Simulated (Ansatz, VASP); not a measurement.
MoS2: VASP beside Ansatz

```xyz
3
Lattice="1.6008 0.9242 6.2309 -1.6008 0.9242 6.2309 0.0000 -1.8484 6.2309" Properties=species:S:1:pos:R:3 pbc="T T T"
Mo    0.0000    0.0000    0.0000
S     0.0000    0.0000    7.7949
S     0.0000    0.0000    4.6732
```

Change from the starting cell: volume scaled by 1.04.

Alike in both runs: task single point; functional PBE; k mesh 10 × 10 × 10; occupations fermi-dirac, width 0.05 eV; no spin polarisation.

```csv
,VASP,Ansatz
version,VASP 6.6.1,Ansatz 0.2.0
potentials or method,"VASP PAW PBE potentials, release 64 (Mo_sv, S)",Ansatz PAW
plane-wave cutoff (eV),520,420
valence electrons in the cell,26,26
```

Ansatz gave:

```
gap on the k mesh at the Fermi level (eV)       : 0.98
least direct gap on the mesh (eV)               : 1.85
pressure (GPa)                                  : -0.6
largest component of the traceless stress (GPa) : 1.15
rms of the force components (eV/Å)              : 0.081
```

Q: Which values does VASP return?

A: gap on the k mesh at the Fermi level (eV): 0.99; least direct gap on the mesh (eV): 1.86; pressure (GPa): -0.7; largest component of the traceless stress (GPa): 1.12; rms of the force components (eV/Å): 0.086.

Atom by atom the forces differ by 0.005 eV/Å (rms over components).

A k mesh can miss the band edges.
